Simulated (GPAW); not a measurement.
# BN (F-43m) in GPAW: relaxation of cell and atoms with PBEsol

Aim: the relaxation of cell and atoms of BN with PBEsol.

All numbers are computed with GPAW 26.7.0; they aren't measurements. Logs are shortened: lines on timing, memory, paths and dates and some standing lists are left out, and cuts for length are marked. The log counts tension as positive stress, the text compression.

### Step 1. Starting point

Symmetry: F-43m, No. 216, cubic system. Conventional cell: a = 3.626 Å, b = 3.626 Å, c = 3.626 Å, α = 90.00°, β = 90.00°, γ = 90.00°. N (site symmetry -43m) has 4 B at 1.57 Å as nearest neighbours. B (site symmetry -43m) has 4 N at 1.57 Å as nearest neighbours.

The cell is a database's computed one.

### Step 2. Relaxation of cell and atoms, PBEsol, target pressure 30 GPa, at which the enthalpy is minimised

File run.py:

```python
from ase import Atoms
from ase.filters import FrechetCellFilter
from ase.io import write
from ase.optimize import BFGS
from ase.units import GPa
from gpaw import GPAW, PW, setup_paths

setup_paths.insert(0, '.')

atoms = Atoms(['N', 'B'],
              cell=[[0.0, 1.813001, 1.813001],
                    [1.813001, 0.0, 1.813001],
                    [1.813001, 1.813001, 0.0]],
              scaled_positions=[[0.25, 0.25, 0.25],
                                [0.0, 0.0, 0.0]],
              pbc=True)

calc = GPAW(mode=PW(800),
            xc='PBEsol',
            kpts={'size': (13, 13, 13), 'gamma': True},
            occupations={'name': 'fermi-dirac', 'width': 0.05},
            nbands=11,
            convergence={'density': 1e-05, 'forces': 0.0001},
            maxiter=150,
            txt='gpaw.txt')
atoms.calc = calc
opt = BFGS(FrechetCellFilter(atoms, scalar_pressure=30 * GPa), trajectory='relax.traj', logfile='-')
done = opt.run(fmax=0.02, steps=60)
calc.write('gs.gpw')
write('result.traj', atoms)
print('Converged:', done)
print('Cell:', atoms.cell.cellpar().round(4))
print('Volume:', round(atoms.get_volume(), 4))
print(atoms.get_scaled_positions().round(5))
```

Potentials or basis: PAW data sets generated in the run's folder for this functional, pw.

Started as:

```sh
> gpaw-setup -f PBEsol B N
> OMP_NUM_THREADS=1 python run.py
```

gpaw.txt:

```text
__  _  _
 | _ |_)|_||  |
 |__||  | ||/\| - 26.7.0

Input parameters:
  mode=PW(ecut=800.0),
  convergence={'density': 1e-05, 'forces': 0.0001},
  kpts=MonkhorstPack(size=(13, 13, 13), gamma=True),
  maxiter=150,
  nbands=11,
  occupations=Occupations(name='fermi-dirac', width=0.05),
  xc=XC(name='PBEsol')

Diagonalizing LCAO Hamiltonian
Converting LCAO to pw mode

          N
       B

Atoms  # Å, Bohr magnetons
|   | symbol |        x |        y |        z |    initial magnetic moments |
|---|--------|----------|----------|----------|-----------------------------|
| 0 |      N | 0.906501 | 0.906501 | 0.906501 | ( 0.0000,  0.0000,  0.0000) |
| 1 |      B | 0.000000 | 0.000000 | 0.000000 | ( 0.0000,  0.0000,  0.0000) |

Unit cell  # Å
| periodic |        x |        y |        z |  lengths |    angles |
|----------|----------|----------|----------|----------|-----------|
|      yes | 0.000000 | 1.813001 | 1.813001 | 2.563971 | 60.000000 |
|      yes | 1.813001 | 0.000000 | 1.813001 | 2.563971 | 60.000000 |
|      yes | 1.813001 | 1.813001 | 0.000000 | 2.563971 | 60.000000 |

Number of symmetries: 24
Symmetry operations  # r_c * U_cc + t_c -> r_c
|    | kind |            matrix            |
|----|------|------------------------------|
|  0 |  E   |  1, 0, 0,  0, 1, 0,  0, 0, 1 |
|  1 |  σ   |  1, 0, 0,  0, 0, 1,  0, 1, 0 |
|  2 |  σ   |  1, 0,-1,  0, 1,-1,  0, 0,-1 |
|  3 |  C3  |  1, 0,-1,  0, 0,-1,  0, 1,-1 |
|  4 |  C3  |  1,-1, 0,  0,-1, 1,  0,-1, 0 |
|  5 |  σ   |  1,-1, 0,  0,-1, 0,  0,-1, 1 |
|  6 |  σ   |  0, 1, 0,  1, 0, 0,  0, 0, 1 |
|  7 |  C3  |  0, 1, 0,  0, 0, 1,  1, 0, 0 |
|  8 |  C2  |  0, 1,-1,  1, 0,-1,  0, 0,-1 |
|  9 |  S4  |  0, 1,-1,  0, 0,-1,  1, 0,-1 |
| 10 |  C3  |  0, 0, 1,  1, 0, 0,  0, 1, 0 |
| 11 |  σ   |  0, 0, 1,  0, 1, 0,  1, 0, 0 |
| 12 |  S4  |  0, 0,-1,  1, 0,-1,  0, 1,-1 |
| 13 |  C3  |  0, 0,-1,  0, 1,-1,  1, 0,-1 |
| 14 |  S4  |  0,-1, 1,  1,-1, 0,  0,-1, 0 |
| 15 |  C2  |  0,-1, 1,  0,-1, 0,  1,-1, 0 |
| 16 |  C3  |  0,-1, 0,  1,-1, 0,  0,-1, 1 |
| 17 |  S4  |  0,-1, 0,  0,-1, 1,  1,-1, 0 |
| 18 |  S4  | -1, 1, 0, -1, 0, 1, -1, 0, 0 |
| 19 |  C3  | -1, 1, 0, -1, 0, 0, -1, 0, 1 |
| 20 |  C3  | -1, 0, 1, -1, 1, 0, -1, 0, 0 |
| 21 |  S4  | -1, 0, 1, -1, 0, 0, -1, 1, 0 |
[... 182 lines left out ...]
Gap: 4.354 eV
Transition (v -> c):
  (s=0, k=0, n=3, [0.00, 0.00, 0.00]) -> (s=0, k=77, n=4, [0.46, 0.46, 0.00])
Direct/indirect transitions are different
Direct gap: 8.726 eV
Transition at: (s=0, k=0, n=3, [0.00, 0.00, 0.00])

Stress tensor  # eV/Ang^3
|         x |         y |         z |
|-----------|-----------|-----------|
|  0.046990 |  0.000000 | -0.000000 |
|  0.000000 |  0.046990 | -0.000000 |
| -0.000000 | -0.000000 |  0.046990 |

Forces  # eV/Ang
|       x |        y |        z |
|---------|----------|----------|
| 0.00000 | -0.00000 | -0.00000 |  # N    0
| 0.00000 |  0.00000 |  0.00000 |  # B    1

Interpolating wave functions to new cell

          N
       B

Atoms  # Å, Bohr magnetons
|   | symbol |         x |        y |        z |    initial magnetic moments |
|---|--------|-----------|----------|----------|-----------------------------|
| 0 |      N |  0.897507 | 0.897507 | 0.897507 | ( 0.0000,  0.0000,  0.0000) |
| 1 |      B | -0.000000 | 0.000000 | 0.000000 | ( 0.0000,  0.0000,  0.0000) |

Unit cell  # Å
| periodic |         x |         y |        z |  lengths |    angles |
|----------|-----------|-----------|----------|----------|-----------|
|      yes | -0.000000 |  1.795014 | 1.795014 | 2.538533 | 60.000000 |
|      yes |  1.795014 | -0.000000 | 1.795014 | 2.538533 | 60.000000 |
|      yes |  1.795014 |  1.795014 | 0.000000 | 2.538533 | 60.000000 |

Number of symmetries: 24
Symmetry operations  # r_c * U_cc + t_c -> r_c
|    | kind |            matrix            |
|----|------|------------------------------|
|  0 |  E   |  1, 0, 0,  0, 1, 0,  0, 0, 1 |
|  1 |  σ   |  1, 0, 0,  0, 0, 1,  0, 1, 0 |
|  2 |  σ   |  1, 0,-1,  0, 1,-1,  0, 0,-1 |
|  3 |  C3  |  1, 0,-1,  0, 0,-1,  0, 1,-1 |
|  4 |  C3  |  1,-1, 0,  0,-1, 1,  0,-1, 0 |
|  5 |  σ   |  1,-1, 0,  0,-1, 0,  0,-1, 1 |
|  6 |  σ   |  0, 1, 0,  1, 0, 0,  0, 0, 1 |
|  7 |  C3  |  0, 1, 0,  0, 0, 1,  1, 0, 0 |
|  8 |  C2  |  0, 1,-1,  1, 0,-1,  0, 0,-1 |
|  9 |  S4  |  0, 1,-1,  0, 0,-1,  1, 0,-1 |
| 10 |  C3  |  0, 0, 1,  1, 0, 0,  0, 1, 0 |
| 11 |  σ   |  0, 0, 1,  0, 1, 0,  1, 0, 0 |
| 12 |  S4  |  0, 0,-1,  1, 0,-1,  0, 1,-1 |
| 13 |  C3  |  0, 0,-1,  0, 1,-1,  1, 0,-1 |
| 14 |  S4  |  0,-1, 1,  1,-1, 0,  0,-1, 0 |
| 15 |  C2  |  0,-1, 1,  0,-1, 0,  1,-1, 0 |
| 16 |  C3  |  0,-1, 0,  1,-1, 0,  0,-1, 1 |
| 17 |  S4  |  0,-1, 0,  0,-1, 1,  1,-1, 0 |
| 18 |  S4  | -1, 1, 0, -1, 0, 1, -1, 0, 0 |
| 19 |  C3  | -1, 1, 0, -1, 0, 0, -1, 0, 1 |
| 20 |  C3  | -1, 0, 1, -1, 1, 0, -1, 0, 0 |
| 21 |  S4  | -1, 0, 1, -1, 0, 0, -1, 1, 0 |
[... 127 lines left out ...]
convergence criteria:
- Maximum integral of absolute [dens]ity change: 1e-05 electrons / valence electron
- Maximum change in the atomic [forces] across last 2 cycles: 0.0001 eV/Ang OR
Maximum error relative to the maximum force is below inf
- Maximum [total energy] change in last 3 cyles: 0.0005 eV / valence electron
- Maximum integral of absolute [eigenst]ate change: 4e-08 eV^2 / valence electron
maximum number of iterations: 150

SCF iterations
|iter     | |      energy | eigst |  dens |force |
|---------|-|-------------|-------|-------|------|
|iter:   1| |  -18.469206 | -1.25 |       |      |
|iter:   2| |  -18.465957 | -4.26 | -1.76 |      |
|iter:   3| |  -18.454508 | -3.23 | -1.81 |      |
|iter:   4| |  -18.454438 | -4.94 | -2.58 |      |
|iter:   5| |  -18.454448c| -5.44 | -3.00 |      |
|iter:   6| |  -18.454451c| -6.70 | -3.82 |      |
|iter:   7| |  -18.454451c| -7.76c| -4.47 |      |
|iter:   8| |  -18.454451c| -9.12c| -5.63c|      |
|iter:   9| |  -18.454451c|-10.29c| -6.27c|-16.01c|

Converged in 9 steps
Energy contributions relative to reference atoms: (reference = -2141.827435)

Energy contributions:
  Kinetic:          18.614101
  Coulomb:         -17.418730
  Zero:              0.101541
  External:          0.000000
  Xc:              -19.751363
  Entropy:           0.000000
  Spinorbit:         0.000000
  ----------------------------
  Free energy:     -18.454451
  Extrapolated:    -18.454451

dipole moment: (-7.287531, -7.287531, -7.287531)  # |e|*Ang

Fermi level: 12.673
Eigenvalues  # (at kpt = [0.000, 0.000, 0.000])
| band index |      eig [eV] | occ [0-2] |
|------------|---------------|-----------|
|          0 |       -10.132 |     2.000 |
|          1 |        10.353 |     2.000 |
|          2 |        10.353 |     2.000 |
|          3 |        10.353 |     2.000 |
|          4 |        19.220 |     0.000 |
|          5 |        19.220 |     0.000 |
|          6 |        19.220 |     0.000 |
|          7 |        20.973 |     0.000 |
[... 4 lines left out ...]
Gap: 4.388 eV
Transition (v -> c):
  (s=0, k=0, n=3, [0.00, 0.00, 0.00]) -> (s=0, k=77, n=4, [0.46, 0.46, 0.00])
Direct/indirect transitions are different
Direct gap: 8.867 eV
Transition at: (s=0, k=0, n=3, [0.00, 0.00, 0.00])

Stress tensor  # eV/Ang^3
|         x |         y |         z |
|-----------|-----------|-----------|
| -0.024596 | -0.000000 | -0.000000 |
| -0.000000 | -0.024596 |  0.000000 |
| -0.000000 |  0.000000 | -0.024596 |

Forces  # eV/Ang
|        x |       y |        z |
|----------|---------|----------|
| -0.00000 | 0.00000 |  0.00000 |  # N    0
| -0.00000 | 0.00000 | -0.00000 |  # B    1

Interpolating wave functions to new cell

          N
       B

Atoms  # Å, Bohr magnetons
|   | symbol |         x |        y |         z |    initial magnetic moments |
|---|--------|-----------|----------|-----------|-----------------------------|
| 0 |      N |  0.879202 | 0.879202 |  0.879202 | ( 0.0000,  0.0000,  0.0000) |
| 1 |      B | -0.000000 | 0.000000 | -0.000000 | ( 0.0000,  0.0000,  0.0000) |

Unit cell  # Å
| periodic |        x |        y |         z |  lengths |    angles |
|----------|----------|----------|-----------|----------|-----------|
|      yes | 0.000000 | 1.758404 |  1.758404 | 2.486758 | 60.000000 |
|      yes | 1.758404 | 0.000000 |  1.758404 | 2.486758 | 60.000000 |
|      yes | 1.758404 | 1.758404 | -0.000000 | 2.486758 | 60.000000 |

Number of symmetries: 24
Symmetry operations  # r_c * U_cc + t_c -> r_c
|    | kind |            matrix            |
|----|------|------------------------------|
|  0 |  E   |  1, 0, 0,  0, 1, 0,  0, 0, 1 |
|  1 |  σ   |  1, 0, 0,  0, 0, 1,  0, 1, 0 |
|  2 |  σ   |  1, 0,-1,  0, 1,-1,  0, 0,-1 |
|  3 |  C3  |  1, 0,-1,  0, 0,-1,  0, 1,-1 |
|  4 |  C3  |  1,-1, 0,  0,-1, 1,  0,-1, 0 |
|  5 |  σ   |  1,-1, 0,  0,-1, 0,  0,-1, 1 |
|  6 |  σ   |  0, 1, 0,  1, 0, 0,  0, 0, 1 |
|  7 |  C3  |  0, 1, 0,  0, 0, 1,  1, 0, 0 |
|  8 |  C2  |  0, 1,-1,  1, 0,-1,  0, 0,-1 |
|  9 |  S4  |  0, 1,-1,  0, 0,-1,  1, 0,-1 |
| 10 |  C3  |  0, 0, 1,  1, 0, 0,  0, 1, 0 |
| 11 |  σ   |  0, 0, 1,  0, 1, 0,  1, 0, 0 |
| 12 |  S4  |  0, 0,-1,  1, 0,-1,  0, 1,-1 |
| 13 |  C3  |  0, 0,-1,  0, 1,-1,  1, 0,-1 |
| 14 |  S4  |  0,-1, 1,  1,-1, 0,  0,-1, 0 |
| 15 |  C2  |  0,-1, 1,  0,-1, 0,  1,-1, 0 |
| 16 |  C3  |  0,-1, 0,  1,-1, 0,  0,-1, 1 |
| 17 |  S4  |  0,-1, 0,  0,-1, 1,  1,-1, 0 |
| 18 |  S4  | -1, 1, 0, -1, 0, 1, -1, 0, 0 |
| 19 |  C3  | -1, 1, 0, -1, 0, 0, -1, 0, 1 |
| 20 |  C3  | -1, 0, 1, -1, 1, 0, -1, 0, 0 |
| 21 |  S4  | -1, 0, 1, -1, 0, 0, -1, 1, 0 |
[... 181 lines left out ...]
Gap: 4.455 eV
Transition (v -> c):
  (s=0, k=0, n=3, [0.00, 0.00, 0.00]) -> (s=0, k=77, n=4, [0.46, 0.46, 0.00])
Direct/indirect transitions are different
Direct gap: 9.160 eV
Transition at: (s=0, k=0, n=3, [0.00, 0.00, 0.00])

Stress tensor  # eV/Ang^3
|         x |         y |         z |
|-----------|-----------|-----------|
| -0.199090 |  0.000000 | -0.000000 |
|  0.000000 | -0.199090 | -0.000000 |
| -0.000000 | -0.000000 | -0.199090 |

Forces  # eV/Ang
|        x |        y |        z |
|----------|----------|----------|
| -0.00000 |  0.00000 |  0.00000 |  # N    0
| -0.00000 | -0.00000 | -0.00000 |  # B    1

Interpolating wave functions to new cell

          N
       B

Atoms  # Å, Bohr magnetons
|   | symbol |         x |        y |         z |    initial magnetic moments |
|---|--------|-----------|----------|-----------|-----------------------------|
| 0 |      N |  0.880363 | 0.880363 |  0.880363 | ( 0.0000,  0.0000,  0.0000) |
| 1 |      B | -0.000000 | 0.000000 | -0.000000 | ( 0.0000,  0.0000,  0.0000) |

Unit cell  # Å
| periodic |        x |         y |         z |  lengths |    angles |
|----------|----------|-----------|-----------|----------|-----------|
|      yes | 0.000000 |  1.760727 |  1.760727 | 2.490044 | 60.000000 |
|      yes | 1.760727 | -0.000000 |  1.760727 | 2.490044 | 60.000000 |
|      yes | 1.760727 |  1.760727 | -0.000000 | 2.490044 | 60.000000 |

Number of symmetries: 24
Symmetry operations  # r_c * U_cc + t_c -> r_c
|    | kind |            matrix            |
|----|------|------------------------------|
|  0 |  E   |  1, 0, 0,  0, 1, 0,  0, 0, 1 |
|  1 |  σ   |  1, 0, 0,  0, 0, 1,  0, 1, 0 |
|  2 |  σ   |  1, 0,-1,  0, 1,-1,  0, 0,-1 |
|  3 |  C3  |  1, 0,-1,  0, 0,-1,  0, 1,-1 |
|  4 |  C3  |  1,-1, 0,  0,-1, 1,  0,-1, 0 |
|  5 |  σ   |  1,-1, 0,  0,-1, 0,  0,-1, 1 |
|  6 |  σ   |  0, 1, 0,  1, 0, 0,  0, 0, 1 |
|  7 |  C3  |  0, 1, 0,  0, 0, 1,  1, 0, 0 |
|  8 |  C2  |  0, 1,-1,  1, 0,-1,  0, 0,-1 |
|  9 |  S4  |  0, 1,-1,  0, 0,-1,  1, 0,-1 |
| 10 |  C3  |  0, 0, 1,  1, 0, 0,  0, 1, 0 |
| 11 |  σ   |  0, 0, 1,  0, 1, 0,  1, 0, 0 |
| 12 |  S4  |  0, 0,-1,  1, 0,-1,  0, 1,-1 |
| 13 |  C3  |  0, 0,-1,  0, 1,-1,  1, 0,-1 |
| 14 |  S4  |  0,-1, 1,  1,-1, 0,  0,-1, 0 |
| 15 |  C2  |  0,-1, 1,  0,-1, 0,  1,-1, 0 |
| 16 |  C3  |  0,-1, 0,  1,-1, 0,  0,-1, 1 |
| 17 |  S4  |  0,-1, 0,  0,-1, 1,  1,-1, 0 |
| 18 |  S4  | -1, 1, 0, -1, 0, 1, -1, 0, 0 |
| 19 |  C3  | -1, 1, 0, -1, 0, 0, -1, 0, 1 |
| 20 |  C3  | -1, 0, 1, -1, 1, 0, -1, 0, 0 |
| 21 |  S4  | -1, 0, 1, -1, 0, 0, -1, 1, 0 |
[... 180 lines left out ...]
Gap: 4.451 eV
Transition (v -> c):
  (s=0, k=0, n=3, [0.00, 0.00, 0.00]) -> (s=0, k=77, n=4, [0.46, 0.46, 0.00])
Direct/indirect transitions are different
Direct gap: 9.141 eV
Transition at: (s=0, k=0, n=3, [0.00, 0.00, 0.00])

Stress tensor  # eV/Ang^3
|         x |         y |         z |
|-----------|-----------|-----------|
| -0.186735 |  0.000000 |  0.000000 |
|  0.000000 | -0.186735 | -0.000000 |
|  0.000000 | -0.000000 | -0.186735 |

Forces  # eV/Ang
|        x |        y |        z |
|----------|----------|----------|
|  0.00000 |  0.00000 | -0.00000 |  # N    0
| -0.00000 | -0.00000 | -0.00000 |  # B    1

# Writing to gs.gpw (mode='')
```

Wall time 55 s (1 thread of Arm Neoverse V1, shared host); peak memory 0.17 GiB.

Results:

- Free energy: -18.3820 eV
- Relaxed volume: 5.46 Å³/atom
- Relaxed cell: a = 2.490 Å, b = 2.490 Å, c = 2.490 Å, α = 60.00°, β = 60.00°, γ = 60.00°
- Space group after relaxing (to 0.05 Å): F-43m (No. 216)
- Energy change on relaxing (the enthalpy is what falls): +35.6 meV/atom
- Ionic steps: 4
- Pressure after relaxing: 29.9 GPa
- Band gap on the k mesh: 4.45 eV, indirect (least direct gap 9.14 eV)

Step by step:
```csv
step,energy change (eV),largest force (eV/Å),pressure (GPa),volume (Å³)
1,0.0000,0.0000,-7.53,11.92
2,-0.0012,0.0000,3.94,11.57
3,0.0800,0.0000,31.90,10.87
4,0.0713,0.0000,29.92,10.92
```

Final structure:
```
N B
1.0
     0.00000    1.76073    1.76073
     1.76073    0.00000    1.76073
     1.76073    1.76073    0.00000
N B
1 1
Direct
  0.25000 0.25000 0.25000
  0.00000 0.00000 0.00000
```

Levels at points of the mesh, in eV from the valence-band top:
```csv
k point,band 1,band 2,band 3,band 4,band 5,band 6,band 7
"(0.00, 0.00, 0.00)",-21.17,0.00,0.00,0.00,9.14,9.14,9.14
```

Caveat: later steps reuse the first step's grids; an odd mesh through Γ misses points on the zone boundary, where band edges often lie. Expect the measured gap to be larger: semilocal functionals such as PBEsol lack the derivative discontinuity.
